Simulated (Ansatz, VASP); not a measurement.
## Al35N36 (V_Al) in two plane-wave programs

Wanted: the spread between two codes on one cell, functional and k mesh. The cell is taken from a series of runs on this material, whose earlier steps may have relaxed, scaled, displaced or heated it; both programs get it as it stands.

Main program and level: Ansatz 0.2.0; plane waves, with VASP 6.6.1 beside it; r2SCAN.

## Step 1: The starting structure

The cell holds 71 atoms: 35 Al and 36 N. Cell: a = 9.320 Å, b = 9.320 Å, c = 9.956 Å, α = 90.0°, β = 90.0°, γ = 120.0°. It derives from AlN (AlN (P6_3mc)). Nearest the centre at fractional (0.444, 0.556, 0.500): N52 at 2.05 Å, N56 at 2.07 Å, N40 at 2.07 Å, N55 at 2.21 Å, Al17 at 3.01 Å, Al20 at 3.01 Å, Al5 at 3.01 Å, Al18 at 3.04 Å. The cell carries charge −3.

Coordinates:

```xyz
71
Lattice="9.3196 0.0000 0.0000 -4.6598 8.0710 0.0000 0.0000 0.0000 9.9565" Properties=species:S:1:pos:R:3 pbc="T T T"
Al    1.5460    0.9026    2.5037
Al   -0.0015    1.8411    4.9664
Al    1.5455    0.9062    7.4594
Al   -0.0137    1.7948    0.0100
Al    0.0149    3.5997    2.5385
Al   -1.5169    4.4647    4.9664
Al    0.0139    3.5993    7.4468
Al   -1.5634    4.4776    0.0104
Al   -1.5560    6.2734    2.5041
Al   -3.1157    7.1740    4.9790
Al   -1.5538    6.2720    7.4590
Al   -3.1151    7.1737    0.0055
Al    4.6435    0.8898    2.5303
Al    3.0927    1.8420    4.9661
Al    4.6481    0.8932    7.4548
Al    3.1050    1.7943    0.0101
Al    3.0767    3.5987    2.5382
Al    3.0767    3.5987    7.4465
Al    1.5452    4.4829    9.8508
Al    1.5450    6.2497    2.5385
Al    0.0297    7.1437    4.9664
Al    1.5448    6.2506    7.4466
Al   -0.0043    7.1777    0.0103
Al    7.7680    0.8902    2.5302
Al    6.2062    1.7917    4.9632
Al    7.7631    0.8930    7.4552
Al    6.2056    1.7923    0.0112
Al    6.2060    3.5962    2.5304
Al    4.6061    4.4633    4.9660
Al    6.2053    3.5905    7.4548
Al    4.6536    4.4766    0.0101
Al    4.6462    6.2724    2.5037
Al    3.0599    7.1434    4.9664
Al    4.6429    6.2711    7.4594
Al    3.0938    7.1772    0.0100
N     1.5443    0.8875    4.3947
N    -0.0019    1.7754    1.8877
N     1.5438    0.8950    9.3622
N    -0.0063    1.7845    6.8868
N    -0.1545    3.5031    4.3273
N    -1.5709    4.4931    1.8881
N    -0.0542    3.5629    9.3816
N    -1.5659    4.4852    6.8855
N    -1.5734    6.2835    4.3953
N    -3.1128    7.1719    1.9001
N    -1.5662    6.2797    9.3618
N    -3.1136    7.1723    6.8852
N     4.6349    0.8881    4.4147
N     3.0977    1.7747    1.8877
N     4.6538    0.8992    9.3615
N     3.1009    1.7841    6.8854
N     3.2364    3.5067    4.3281
N     1.5481    4.4809    1.8317
N     3.1402    3.5624    9.3808
N     1.5468    4.4815    7.1813
N     1.5441    6.4458    4.3272
N    -0.0218    7.1759    1.8881
N     1.5428    6.3286    9.3815
N    -0.0128    7.1753    6.8856
N     7.7720    0.8883    4.4135
N     6.2076    1.7908    1.9130
N     7.7540    0.8988    9.3614
N     6.2074    1.7908    6.8795
N     6.2033    3.6049    4.4147
N     4.6665    4.4920    1.8877
N     6.2034    3.5832    9.3616
N     4.6600    4.4847    6.8854
N     4.6588    6.2820    4.3947
N     3.1162    7.1759    1.8877
N     4.6521    6.2787    9.3621
N     3.1061    7.1753    6.8867
```

## Step 2: VASP: single point, r2SCAN

A single point takes one fixed geometry, so differences don't come from the geometry; what else differs is listed under the comparison.

Lines of VASP's logs that name or quote its potential files are left out, and so is its time.

File INCAR:

```
SYSTEM = Al35N36
PREC = Accurate
ENCUT = 580
EDIFF = 1E-06
NELM = 120
ISMEAR = -1
SIGMA = 0.01
LREAL = Auto
ALGO = Normal
METAGGA = R2SCAN
LASPH = .TRUE.
NELECT = 288
NBANDS = 200
LORBIT = 11
LWAVE = .FALSE.
LCHARG = .FALSE.
ISIF = 2
ISYM = 0
GGA_COMPAT = .FALSE.
EFERMI = MIDGAP
LMIXTAU = .TRUE.
KPAR = 4
```

File POSCAR:

```
Al35N36
1.0
    9.3195655359      0.0000000860      0.0000000000
   -4.6597828424      8.0709804634      0.0000000000
    0.0000000000      0.0000000000      9.9564777190
Al N
35 36
Direct
    0.2218009350      0.1118370070      0.2514666688
    0.1138966462      0.2281075213      0.4988086437
    0.2219752462      0.1122801377      0.7491968290
    0.1097187609      0.2223812359      0.0010063218
    0.2246064769      0.4460113040      0.2549555906
    0.1138273993      0.5531846524      0.4988142360
    0.2244688934      0.4459564197      0.7479329483
    0.1096412735      0.5547833861      0.0010425133
    0.2216776337      0.7772736526      0.2515062476
    0.1101085432      0.8888637978      0.5000731642
    0.2218317615      0.7771046763      0.7491569480
    0.1101538914      0.8888254973      0.0005560918
    0.5533740701      0.1102446527      0.2541390561
    0.4459626704      0.2282225079      0.4987763325
    0.5540761033      0.1106637341      0.7487379004
    0.4443277566      0.2223157092      0.0010148323
    0.5530712768      0.4458769957      0.2549310483
    0.5530742138      0.4458869798      0.7479021448
    0.4435220652      0.5554388293      0.9893860390
    0.5529492708      0.7743458121      0.2549550765
    0.4457446037      0.8851085093      0.4988099502
    0.5529903284      0.7744562730      0.7479111209
    0.4441983465      0.8893257290      0.0010334457
    0.8886619320      0.1102974808      0.2541266884
    0.7769268938      0.2219966781      0.4984912250
    0.8883095879      0.1106435405      0.7487779392
    0.7769034601      0.2220629272      0.0011234293
    0.8886980626      0.4455741390      0.2541427732
    0.7707420702      0.5530058036      0.4987746254
    0.8882646208      0.4448648705      0.7487409495
    0.7766572362      0.5546483100      0.0010121322
    0.8871204244      0.7771516424      0.2514671225
    0.7708721987      0.8850782391      0.4988118780
    0.8866893592      0.7769932674      0.7491978078
    0.7766025909      0.8892594741      0.0010054689
    0.2206863814      0.1099588180      0.4413874555
    0.1097885464      0.2199751078      0.1895996177
    0.2210949760      0.1108945756      0.9403127777
    0.1098780975      0.2211044186      0.6916890081
    0.2004358255      0.4340307846      0.4346260149
    0.1097961176      0.5567035220      0.1896386536
    0.2149122497      0.4414480045      0.9422647542
    0.1098366034      0.5557191268      0.6915614614
    0.2204406556      0.7785264741      0.4414475659
    0.1102983492      0.8886084684      0.1908392667
    0.2209781065      0.7780650147      0.9402681537
    0.1102382280      0.8886568233      0.6915310316
    0.5523456161      0.1100347133      0.4433989667
    0.4423298160      0.2198850769      0.1895925286
    0.5550620304      0.1114060439      0.9402437186
    0.4432555908      0.2210552201      0.6915454577
    0.5645077398      0.4344871045      0.4347027260
    0.4437079314      0.5551847551      0.1839726673
    0.5576415778      0.4413874404      0.9421766667
    0.4436086668      0.5552624470      0.7212646195
    0.5650025135      0.7986365097      0.4346095866
    0.4422080394      0.8890994935      0.1896387103
    0.5576012850      0.7841226648      0.9422465560
    0.4431381970      0.8890282173      0.6915681700
    0.8889703911      0.1100568024      0.4432784203
    0.7770177724      0.2218804223      0.1921408070
    0.8876909923      0.1113601311      0.9402313953
    0.7769994920      0.2218780867      0.6909605868
    0.8889403215      0.4466487313      0.4434034961
    0.7790035957      0.5565619254      0.1895955731
    0.8876113349      0.4439644927      0.9402475123
    0.7778538424      0.5556635828      0.6915518734
    0.8890637681      0.7783419807      0.4413870866
    0.7789200289      0.8890985208      0.1895914549
    0.8881412730      0.7779326785      0.9403018743
    0.7777981739      0.8890268005      0.6916810531
```

File KPOINTS:

```
Points of the shifted mesh
8
Reciprocal
 0.2500000000  0.2500000000  0.2500000000 1
 0.2500000000  0.2500000000  0.7500000000 1
 0.2500000000  0.7500000000  0.2500000000 1
 0.2500000000  0.7500000000  0.7500000000 1
 0.7500000000  0.2500000000  0.2500000000 1
 0.7500000000  0.2500000000  0.7500000000 1
 0.7500000000  0.7500000000  0.2500000000 1
 0.7500000000  0.7500000000  0.7500000000 1
```

PAW data sets: Al and N (PBE family, release 64).

Command:

```bash
$ mpirun -np 8 vasp_std
```

Numbers of over 12 decimals in the logs are rounded to 6 here.

Output:

```text
[banner, memory and clock lines left out]
running    8 mpi-ranks, on    1 nodes
[...]
|                                                                             |
|           W    W    AA    RRRRR   N    N  II  N    N   GGGG   !!!           |
|           W    W   A  A   R    R  NN   N  II  NN   N  G    G  !!!           |
|           W    W  A    A  R    R  N N  N  II  N N  N  G       !!!           |
|           W WW W  AAAAAA  RRRRR   N  N N  II  N  N N  G  GGG   !            |
|           WW  WW  A    A  R   R   N   NN  II  N   NN  G    G                |
|           W    W  A    A  R    R  N    N  II  N    N   GGGG   !!!           |
|                                                                             |
|     For optimal performance we recommend to set                             |
|       NCORE = 2 up to number-of-cores-per-socket                            |
|     NCORE specifies how many cores store one orbital (NPAR=cpu/NCORE).      |
|     This setting can greatly improve the performance of VASP for DFT.       |
[...]
DAV:   5    -0.816765746553E+03   -0.48728E-01   -0.48676E-01  3960   0.162E+00BRMIX: very serious problems
 the old and the new charge density differ
 old charge density:   285.00000 new  288.00000
BRMIX: very serious problems
 the old and the new charge density differ
 old charge density:   285.00000 new  288.00000
BRMIX: very serious problems
 the old and the new charge density differ
 old charge density:   285.00000 new  288.00000
BRMIX: very serious problems
 the old and the new charge density differ
 old charge density:   285.00000 new  288.00000
    0.543E+01
DAV:   6    -0.681654951697E+03    0.13511E+03   -0.30640E+02  3776   0.337E+01    0.236E+01
DAV:   7    -0.655440420908E+03    0.26215E+02   -0.15966E+01  3688   0.106E+01    0.137E+01
DAV:   8    -0.682041444459E+03   -0.26601E+02   -0.90514E+00  3360   0.967E+00    0.782E+00
DAV:   9    -0.647772302529E+03    0.34269E+02   -0.95953E+00  3328   0.862E+00    0.261E+00
[...]
DAV:  23    -0.655035865181E+03   -0.17123E-04   -0.12530E-05  3320   0.114E-02    0.989E-03
DAV:  24    -0.655035867592E+03   -0.24110E-05   -0.35511E-06  3072   0.577E-03    0.599E-03
DAV:  25    -0.655035868058E+03   -0.46530E-06   -0.90445E-07  1848   0.305E-03
   1 F= -.65503587E+03 E0= -.65503587E+03  d E =0.000000E+00
```

From OUTCAR (step 2):

```text
 POSITION                                       TOTAL-FORCE (eV/Angst)
 -----------------------------------------------------------------------------------
      1.54595      0.90263      2.50372         0.019261     -0.017522     -0.026839
     -0.00146      1.84105      4.96638        -0.025234     -0.003087     -0.014874
      1.54551      0.90621      7.45936         0.024607     -0.024798     -0.021870
     -0.01372      1.79483      0.01002        -0.025131      0.011146     -0.018784
      0.01492      3.59975      2.53846         0.009048     -0.031196     -0.029381
     -1.51690      4.46474      4.96643        -0.039927      0.013103     -0.015217
      0.01389      3.59931      7.44678         0.013293     -0.014733     -0.009498
     -1.56336      4.47765      0.01038        -0.025478      0.015902     -0.022751
     -1.55599      6.27336      2.50412         0.023870     -0.018310     -0.026905
     -3.11575      7.17400      4.97897        -0.016497      0.012723     -0.009465
     -1.55376      6.27200      7.45896         0.026344     -0.020387     -0.022953
     -3.11515      7.17369      0.00554        -0.021543      0.014959     -0.020424
      4.64349      0.88978      2.53033         0.022417     -0.015018     -0.015447
      3.09271      1.84198      4.96606        -0.016653      0.005182     -0.022003
[...]
-----------------------------------------------------------------------------------
    total drift:                                0.008612      0.000283     -0.182016

  FREE ENERGIE OF THE ION-ELECTRON SYSTEM (eV)
  ---------------------------------------------------
  free  energy   TOTEN  =      -655.0358680576 eV

  energy  without entropy=     -655.0358680576  energy(sigma->0) =     -655.03586806
```

The run ends at a pressure of 7.11 GPa, with forces up to 0.098 eV/Å.

## Step 3: Ansatz: single point, r2SCAN

Ansatz runs on its PAW soft_1 files.

The same cell, functional, mesh and smearing now go to Ansatz.

File input.yaml:

```yaml
crystal:
  checkpoint: "../qm3.relax.run"
  host: checkpoint
total_charge: -3
basis:
  ecutwfc: 500
  xc_grid: 2
hamiltonian:
  xc: r2scan
  pseudopotentials: { kind: paw, azcp: { folder: soft_1 } }
kpoints:
  mp_grid: { grid: [2, 2, 2], shift: [0.5, 0.5, 0.5] }
scf:
  occupations: { method: fermi_dirac, width: 0.01 }
  max_iter: 100
output:
  forces: true
  eigenvalues: true
  charged_corrections:
    epsilon: [4.49, 4.49, 4.72]
    static_epsilon: [8.15, 8.15, 9.65]
    defect_position: [0.444444, 0.555556, 0.499602]
  eigenstates: { localisation: true }
  populations: true
  band_densities: [{ bands: [v1, v1] }, { bands: [c1, c1] }]
  write_density: true
  write_potential: true
  volumetric_format: npy
checkpoint:
  read: "../qm3.relax.run"
  write: "../qm3.point.run"
  compress: false
  write_wavefunctions: false
  write_every: 100000
```

Command:

```bash
$ ansatz run input.yaml --threads 4 --pin off --max-ram 15073MiB --backend cpu --events-out ev --progress --plain --runs-dir out
```

Output:

```text
crystal.checkpoint: the structure is that of <dir>, a `relax` run, at its step 7: its result, under r2scan at a charge of -3 e; 71 atoms read, 0 with a starting moment; crystal.structure_sha256 for this input is
Engine: ansatz 0.2.0, aarch64-unknown-linux-gnu
Pseudopotentials: kind: paw
Pseudopotential: Al, paw, valence charge 3, recommended cutoff 500 eV (meta_gga), soft_1/Al.paw.azcp
Pseudopotential: N, paw, valence charge 5, recommended cutoff 500 eV (meta_gga), soft_1/N.paw.azcp
Functional definition: r2SCAN
  parameter k0 = 0.174
  parameter k1 = 0.065
  parameter a1 = 4.9479
  exchange = r2scan_x(k0 = k0, k1 = k1, a1 = a1)
  correlation = r2scan_c
Crystal: 71 atoms, lattice volume = 748.907 Å³
Basis set: ecut = 500 eV, 18913 PW (Γ), exchange–correlation on 144×144×150 points (8 copies of the dense FFT grid, shifted against one another)
Bands: 215, of which v1, the nominal top of the filled ones, is band 144 counted from 1 (143 counted from 0)
Symmetry: 1 space group operations
Space group: P1 (ITA 1), of the structure as read, at distance tolerance 9.1e-5 Å
k-points: 4 of 8 (time reversal used)
Non-local potential: Al, projectors of the file, l = 0: 2, l = 1: 2, l = 2: 1
Non-local potential: N, projectors of the file, l = 0: 2, l = 1: 2, l = 2: 1
PAW form: soft (Blöchl's): semilocal exchange-correlation on the pseudo side does not see the compensation charge
PAW frozen core: Al, regenerated for the run's functional (the file was generated under x = pbe(κ = 0.804, μ = 0.219515), c = pbe(β = 0.066725))
PAW frozen core: N, regenerated for the run's functional (the file was generated under x = pbe(κ = 0.804, μ = 0.219515), c = pbe(β = 0.066725))
PAW one-centre angular grid: Al, 302 points (default); XC on 160 Gauss nodes
PAW one-centre angular grid: N, 302 points (default); XC on 160 Gauss nodes
Initial density: read from a saved state, or passed on in memory by an earlier SCF of this step, an earlier step, the calling program or the single point that the run made first
Stability of the state it starts from, as read at its close in the unpolarized treatment: not read negative (Ritz values of 1 − χ₀K, real part plus size of imaginary part, from 0.98 to 1.5, by its mixing steps under no symmetry)
Initial wavefunctions: pseudopotential atomic-orbital guess — the wavefunctions supplied were not used: k-point sampling differs
Functional: x = r2scan, c = r2scan; τ floored in thin density (d = 2e-4 eV/Å³)
iter 1 solved again at ethr=4.97e-6 eV; its pass at ethr=3.10e-3 eV (dr2=1.43e-2 eV) is discarded
SCF iter   1: F=—  HF=-32851.688142 eV  |F-HF|=—  |Δ(HF+E_count)|=         —  Δρ=1.53e-3  dr2=1.14e-2  dr2_τ=8.92e-4  ethr=4.97e-6  ⟨swp⟩=9.0  Hψ=6485  notcnv=0
preconditioner: auto → Resta (q_TF=auto, 2.327 Å⁻¹)  ε∞=3.7  [insulator: Δε(μ)=4.043 eV  Ē_g=14.139 eV  σ=0.010 eV  W_gap=1.00  n_scr=156 (ndim 8)  ℏωp=23.0 eV  f_vac=0.000  D(μ)=0.00/eV (n_scr^D=0)  ε∞_Penn≈3.7]
SCF iter   2: F=—  HF=-32851.687460 eV  |F-HF|=—  |Δ(HF+E_count)|=   6.82e-4  Δρ=7.45e-4  dr2=1.76e-3  dr2_τ=2.16e-4  ethr=3.96e-6  ⟨swp⟩=2.8  Hψ=1641  notcnv=0  defer=63
SCF iter   3: F=—  HF=-32851.688019 eV  |F-HF|=—  |Δ(HF+E_count)|=   5.59e-4  Δρ=2.83e-4  dr2=3.34e-4  dr2_τ=2.31e-5  ethr=6.11e-7  ⟨swp⟩=1.0  Hψ=796  notcnv=0  defer=63
SCF iter   4: F=—  HF=-32851.688138 eV  |F-HF|=—  |Δ(HF+E_count)|=   1.19e-4  Δρ=3.42e-5  dr2=6.51e-6  dr2_τ=3.93e-7  ethr=1.16e-7  ⟨swp⟩=2.2  Hψ=1372  notcnv=0  defer=63
SCF iter   5: F=—  HF=-32851.687620 eV  |F-HF|=—  |Δ(HF+E_count)|=   5.18e-4  Δρ=1.55e-5  dr2=1.74e-6  dr2_τ=2.72e-7  ethr=2.26e-9  ⟨swp⟩=2.0  Hψ=1240  notcnv=0  defer=63
SCF iter   6: F=-32851.687620 eV  HF=-32851.687620 eV  |F-HF|=1.49e-8  |Δ(HF+E_count)|=   3.29e-7  Δρ=2.89e-6  dr2=5.07e-8  dr2_τ=5.94e-9  ethr=3.47e-11  ⟨swp⟩=12.0  Hψ=6177  notcnv=0
SCF 1 converged in 6 iterations: F = -32851.687620 eV  dr2 = 5.07e-8
  greatest PAW one-centre occupation: 0.804 electrons in one spin orbital (limit 2), on the N atom at site 38 (counted from 0), in its partial waves of l = 0
SCF converged after 6 iterations
Free energy (F): -32851.687620 eV
Harris-Foulkes:  -32851.687620 eV  (|F-HF|=1.49e-8)
Internal energy: -32851.687620 eV  (E = F + TS)
E sigma→0 (E₀):  -32851.687620 eV
Fermi energy:    10.163487 eV
--- Per-component energies (eV) ---
  E_band       = 356.934553
  E_kinetic    = 5700.233174
  E_local      = -7782.595570  (includes V_loc(G=0)·N_el)
  E_nonlocal   = 1568.854109
  E_hartree    = 2890.760533
  E_xc         = -3458.818191
  E_vxc        = -4251.298874  (∫ρ·V_xc dr)
  E_paw        = -21308.853439  (= ΣΔE_a)
  E_vpaw       = -887.323091  (= ΣTr[D̂ρ^β])
  E_aug_tail   = 0.000415  (compensation charges beyond the density's cutoff)
  E_vtau       = 227.556555  (kinetic-family band-sum trace: ∫τ·v_τ [+ j·A + Jᵃ·Aᵃ] dr)
  E_ewald      = -10458.100535
  E_core_change = -3.168116  (= ΣΔE_core)
[...]
k-point 1: bands = [... 140 lower, 7.0240, 7.6194, 7.8822, 8.0908, 12.5358, 12.6136, 12.7395, 12.7972, ... 67 higher]
  k-point 2: bands = [... 140 lower, 6.8177, 7.6878, 7.9981, 8.1458, 12.1821, 12.4796, 12.7255, 12.7449, ... 67 higher]
  k-point 3: bands = [... 140 lower, 6.8166, 7.6900, 8.0003, 8.1430, 12.1827, 12.4915, 12.7297, 12.7339, ... 67 higher]
--- Löwdin populations: 71 sites ---
  site symbol       q [e]
     0     Al      1.8932
     1     Al      1.8916
     2      N      6.0894
     3      N      6.0857
     4     Al      1.8881
     5     Al      1.8915
     6      N      6.0855
     7      N      6.0891
     8     Al      1.8977
     9     Al      1.8918
    10      N      6.1164
    11      N      6.0857
    12     Al      1.8801
    13     Al      1.8914
    14      N      6.0964
    15      N      6.0891
    16     Al      1.8933
    17     Al      1.8880
    18      N      6.0895
    19      N      6.0839
    20     Al      1.8881
    21     Al      1.8910
    22      N      6.0855
    23      N      6.0861
[...]
63     Al      1.8932
    64     Al      1.8915
    65      N      6.0894
    66      N      6.0857
    67     Al      1.8880
    68     Al      1.8915
    69      N      6.0855
    70      N      6.0891
  spilling = 0.008930 (of n_electrons = 288.000000)
--- Band densities, each state counted as filled ---
  window                                       electrons  max residual (eV)  cut levels
  bands: [v1, v1]                               2.000000             2.4e-9           0
  bands: [c1, c1]                               2.000000             1.4e-4           0
```

In the SCF lines HF is the Harris–Foulkes energy and dr2 the Hartree energy of the density residual, in eV; the loop may stop once dr2 is under the threshold and the program's other checks hold. Hψ counts applications of the Hamiltonian.

## Step 4: Comparison

Known differences besides the potentials themselves: VASP keeps PBE cores, Ansatz makes them for the functional; the cutoff is 500 eV in Ansatz and 580 eV in VASP (PREC = Accurate, projectors in real space). Total energies have different zeros and are not compared.

Compared:

| quantity | Ansatz | VASP | difference |
| --- | --- | --- | --- |
| gap on the k mesh (eV) | 4.036 | 4.064 | -0.027 |

Forces on 10 of the 71 atoms, those with the largest forces and the largest differences (eV/Å; atoms numbered as in POSCAR):

| atom | Ansatz x, y, z | VASP x, y, z |
| --- | --- | --- |
| Al6 | -0.024, 0.003, -0.021 | -0.040, 0.013, -0.015 |
| Al14 | -0.015, 0.025, -0.028 | -0.017, 0.005, -0.022 |
| Al18 | 0.026, -0.018, -0.015 | 0.043, -0.028, -0.015 |
| Al33 | -0.023, 0.021, -0.022 | -0.004, 0.030, -0.015 |
| N44 | 0.052, -0.032, 0.017 | 0.054, -0.034, 0.022 |
| N52 | 0.077, -0.049, 0.014 | 0.074, -0.046, 0.018 |
| N53 | -0.040, 0.029, 0.022 | -0.041, 0.029, 0.026 |
| N54 | 0.041, -0.030, 0.029 | 0.040, -0.030, 0.025 |
| N55 | -0.044, 0.035, 0.081 | -0.045, 0.035, 0.080 |
| N60 | 0.050, -0.033, 0.047 | 0.055, -0.036, 0.055 |

The forces differ by 5.0 meV/Å r.m.s., which is 19.6 % of the r.m.s. force of 0.026 eV/Å (both taken over all components). A gap on the mesh is an upper bound, since the band edges may lie between its points. The cell carries a charge of -3 e against a uniform background, so its pressure also hangs on how the neutralising background is counted, and in a defect's cell a gap may be the spacing between its levels.

## Step 5: Outcome

| Quantity | Value |
| --- | --- |
| difference in gap on the k mesh (single point, r2SCAN) | -0.027 eV |

In words: The difference in gap on the k mesh is -0.027 eV (single point, r2SCAN), within the 0.08 eV picked in this series as the mark of a large difference. Such differences can come from data sets, numerical settings and the points named under the comparisons, not from the functional's error against experiment.

[Lines on the potential files, build, host, timing and source positions are cut from VASP's logs without a mark.]

[Logs are printed without paths, hosts, clocks, repeated set-up lines and the standing remarks that a program may print on its own settings, such as how far it seeks lower states.]

[Hosts, paths, dates, database ids (printed as entryN), source tags and the programs' standing remarks are cut or masked in the printed files.]
